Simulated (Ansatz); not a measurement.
**Au (Im-3m)**

Theory: DFT PBEsol, scalar-relativistic, plane waves, PAW (Ansatz 0.2.0).

Plane waves to 420 eV, a k mesh through Γ of 18×18×18 on the computed 1-atom cell and Gaussian smearing (0.10 eV); no spin polarisation.

The structure is relaxed at this level of theory with its symmetry kept. This bcc form isn't the element's structure at ambient conditions.

```cif
data_structure
_symmetry_space_group_name_H-M 'P 1'
_symmetry_Int_Tables_number 1
_cell_length_a 2.8078
_cell_length_b 2.8078
_cell_length_c 2.8078
_cell_angle_alpha 109.471
_cell_angle_beta 109.471
_cell_angle_gamma 109.471
_cell_volume 17.04
loop_
_atom_site_label
_atom_site_type_symbol
_atom_site_fract_x
_atom_site_fract_y
_atom_site_fract_z
_atom_site_occupancy
Au1 Au 0.00000 0.00000 0.00000 1
```

Q: Formation energy from the elements' standard states (uncorrected)?

A: +0.019 eV/atom.

Q: Density of states at the Fermi level?

A: 0.28 states/eV per cell.

Q: Löwdin character within 0.5 eV of the Fermi level?

A: Au 6s 41 %, Au 5d 35 %, unprojected 24 %.

Q: Bulk modulus?

A: 175 GPa.

Q: Its pressure derivative?

A: 5.7.

Q: Bader charges (e)?

A: Au (1 in the cell) 0.00.

Spin-orbit coupling is left out, which matters for the bands of heavy elements.